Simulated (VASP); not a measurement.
A run of VASP 6.6.1 is set up as follows.

File INCAR:

```
SYSTEM = HC60N3
PREC = Accurate
ENCUT = 520
EDIFF = 1E-6
ISMEAR = 0
SIGMA = 0.03
LREAL = .False.
LASPH = .True.
NELM = 80
ALGO = Normal
ISIF = 2
LWAVE = .False.
LCHARG = .True.
METAGGA = R2SCAN
LMIXTAU = .True.
LELF = .True.
LVHAR = .True.
NBANDS = 166
```

File KPOINTS:

```
Automatic mesh
0
Gamma
  2 2 2
  0 0 0
```

Contents of POSCAR:

```
HC60N3
1.0
    7.1400000000      0.0000000000      0.0000000000
    0.0000000000      7.1400000000      0.0000000000
    0.0000000000      0.0000000000      7.1400000000
H C N
1 60 3
Direct
    0.5056304000      0.5353407700      0.5204855900
    0.6319130000      0.6319130000      0.6319130000
    0.5014860000      0.7507060000      0.7507060000
    0.7507060000      0.5014860000      0.7507060000
    0.7507060000      0.7507060000      0.5014860000
    0.4950870000      0.2505090000      0.7494590000
    0.4950870000      0.7494590000      0.2505090000
    0.2505090000      0.4950870000      0.7494590000
    0.7494590000      0.4950870000      0.2505090000
    0.2505090000      0.7494590000      0.4950870000
    0.7494590000      0.2505090000      0.4950870000
    0.6235760000      0.3759650000      0.8734240000
    0.6235760000      0.8734240000      0.3759650000
    0.3759650000      0.6235760000      0.8734240000
    0.8734240000      0.6235760000      0.3759650000
    0.3759650000      0.8734240000      0.6235760000
    0.8734240000      0.3759650000      0.6235760000
    0.5050870000      0.2510410000      0.2510410000
    0.2510410000      0.5050870000      0.2510410000
    0.2510410000      0.2510410000      0.5050870000
    0.1273950000      0.6227350000      0.6227350000
    0.6227350000      0.1273950000      0.6227350000
    0.6227350000      0.6227350000      0.1273950000
    0.9999620000      0.4999560000      0.4999560000
    0.4999560000      0.9999620000      0.4999560000
    0.4999560000      0.4999560000      0.9999620000
    0.1278200000      0.3773090000      0.3773090000
    0.3773090000      0.1278200000      0.3773090000
    0.3773090000      0.3773090000      0.1278200000
    0.6239330000      0.8758650000      0.8758650000
    0.8758650000      0.6239330000      0.8758650000
    0.8758650000      0.8758650000      0.6239330000
    0.0011195000      0.7494200000      0.7494200000
    0.7494200000      0.0011195000      0.7494200000
    0.7494200000      0.7494200000      0.0011195000
    0.1237350000      0.3750450000      0.8761320000
    0.1237350000      0.8761320000      0.3750450000
    0.3750450000      0.1237350000      0.8761320000
    0.8761320000      0.1237350000      0.3750450000
    0.3750450000      0.8761320000      0.1237350000
    0.8761320000      0.3750450000      0.1237350000
    0.9987500000      0.2495250000      0.7493430000
    0.9987500000      0.7493430000      0.2495250000
    0.2495250000      0.9987500000      0.7493430000
    0.7493430000      0.9987500000      0.2495250000
    0.2495250000      0.7493430000      0.9987500000
    0.7493430000      0.2495250000      0.9987500000
    0.1237820000      0.1237820000      0.6246850000
    0.1237820000      0.6246850000      0.1237820000
    0.6246850000      0.1237820000      0.1237820000
    0.0017403000      0.2503660000      0.2503660000
    0.2503660000      0.0017403000      0.2503660000
    0.2503660000      0.2503660000      0.0017403000
    0.1249420000      0.8743930000      0.8743930000
    0.8743930000      0.1249420000      0.8743930000
    0.8743930000      0.8743930000      0.1249420000
    0.9999680000      0.9999680000      0.4998950000
    0.9999680000      0.4998950000      0.9999680000
    0.4998950000      0.9999680000      0.9999680000
    0.1254050000      0.1254050000      0.1254050000
    0.9997840000      0.9997840000      0.9997840000
    0.6351560000      0.3648080000      0.3648080000
    0.3648080000      0.6351560000      0.3648080000
    0.3648080000      0.3648080000      0.6351560000
```

Potentials or basis: VASP PAW PBE potentials, release 64 (H, C, N).

Command:

```sh
$ cat potpaw_PBE.64/H/POTCAR potpaw_PBE.64/C/POTCAR potpaw_PBE.64/N/POTCAR > POTCAR
$ mpirun -np 1 vasp_std > vasp.out
```

(1) Predict the pressure.

(2) Estimate the band gap on the k mesh.

(3) Predict the largest force.

Answers

(1) -3.4 GPa.

(2) 3.59 eV, indirect (least direct gap 3.64 eV).

(3) 4.366 eV/Å.

Caveat: the k mesh is coarse (spacing up to 0.44 Å⁻¹), so the values aren't converged; the PAW data sets were made with another functional, which shifts forces and pressure a little.
